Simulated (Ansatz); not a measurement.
System: rutile GeO₂. Method: LDA (Ansatz, a quantum-chemistry and plane-wave program, plane waves, PAW).

Run with plane-wave cutoff 520 eV, 8×8×12 k mesh (along the axes of the cell as run), Fermi–Dirac smearing 0.01 eV, scalar-relativistic PAW data made under PBE.

On both sides of the equilibrium volume: at 8.973 Å³/atom the pressure is 5.24 GPa and the direct gap at Γ 2.171 eV; at 9.339 Å³/atom they are -4.59 GPa and 1.672 eV. The fitted bulk modulus is 245 GPa.

**Question.** Work out the volume deformation potential of this gap and its pressure coefficient, in two ways.

**Answer.** a_V = dE_g/d ln V = (1.672 − 2.171)/ln(9.339/8.973) = -12.48 eV. Since dP = −B d ln V, dE_g/dP = −a_V/B = 51 meV/GPa. Straight from the pressures: (2.171 − 1.672)/(5.24 − (-4.59)) = 51 meV/GPa. At this level and over this range the gap at Γ widens under pressure.

Spin–orbit coupling is not included.
